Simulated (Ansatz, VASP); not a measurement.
**BiTe in VASP and in Ansatz**

Contents of INCAR:

```
PREC = Accurate
ENCUT = 520
EDIFF = 1E-6
ISMEAR = 0
SIGMA = 0.1
LREAL = False
LASPH = True
NELM = 80
ALGO = Normal
ISIF = 2
LWAVE = False
LCHARG = True
GGA = PS
LELF = True
LVHAR = True
NBANDS = 18
```

File KPOINTS:

```
Automatic mesh
0
Gamma
  12 12 12
```

POSCAR

```
BiTe
1.0
    0.0000000000      3.3003583230      3.3003583230
    3.3003583230      0.0000000000      3.3003583230
    3.3003583230      3.3003583230      0.0000000000
Bi Te
1 1
Direct
    0.0000000000      0.0000000000      0.0000000000
    0.5000000000      0.5000000000      0.5000000000
```

Input for Ansatz:

```yaml
crystal:
  lattice:
    - [0.0, 3.300358323, 3.300358323]
    - [3.300358323, 0.0, 3.300358323]
    - [3.300358323, 3.300358323, 0.0]
  atoms:
    - { symbol: Bi, position: [0.0, 0.0, 0.0] }
    - { symbol: Te, position: [0.5, 0.5, 0.5] }
basis:
  ecutwfc: 420
kpoints:
  mp_grid: { grid: [12, 12, 12] }
hamiltonian:
  xc: pbesol
scf:
  occupations: { method: gaussian, width: 0.1 }
output:
  forces: true
  stress: true
  eigenvalues: true
```

Alike in both runs: task single point; functional PBEsol; k mesh 12 × 12 × 12; occupations gaussian, width 0.1 eV; no spin polarisation.

```csv
,VASP,Ansatz
version,VASP 6.6.1,Ansatz 0.2.0
potentials or method,"VASP PAW PBE potentials, release 64 (Bi_d, Te)","scalar-relativistic, plane waves, PAW"
plane-wave cutoff (eV),520,420
valence electrons in the cell,21,31
```

|  | VASP | Ansatz | Ansatz less VASP |
| --- | --- | --- | --- |
| gap on the k mesh at the Fermi level (eV) | none | none | - |
| pressure (GPa) | -4.2 | -4.1 | +0.04 |

A gap of «none» marks a metal or a gap that the smearing closes. The two sets of potentials don't hold the same shells in valence.

Caveats: the PAW data sets were made with another functional, which shifts forces and pressure a little (VASP); spin-orbit coupling is left out, which moves the levels of the heavy elements.
